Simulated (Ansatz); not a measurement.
Take GeO$_{2}$ in the rutile structure (space group P4_2/mnm, No. 136; a = 4.4884 Å, c = 2.9053 Å) as the base.

All numbers come from PBE (Ansatz, a first-principles code), no SOC, earlier PAW set.

Carriers are added at fixed cell with a uniform background; the Fermi–Dirac width is that of 300 K.

One change was made to it. Results:

The gap between the host's bands decreases by 0.052 eV (1.22 eV → 1.16 eV); the Fermi level relative to the doped band's edge (positive inside the band; to 0.05 eV) is +2.65 eV; the gap character remains direct at Γ.

Problem. What was done to the base?
A. holes 5.0×10^21 cm⁻³
B. holes 3.0×10^21 cm⁻³
C. electrons 7.0×10^21 cm⁻³

Solution. C, electrons 7.0×10^21 cm⁻³. For comparison, the Fermi level from band edge in the other runs: holes 5.0×10^21 cm⁻³ gives +0.50 eV; holes 3.0×10^21 cm⁻³ gives +0.40 eV.

Charged cell with a jellium background: band edges are those of the host's band count, energies are not comparable with the neutral cell, and many-body gap narrowing is missing. Gaps are Kohn–Sham eigenvalue differences; semilocal functionals usually give less than the measured gap. No phonon test of stability was made.
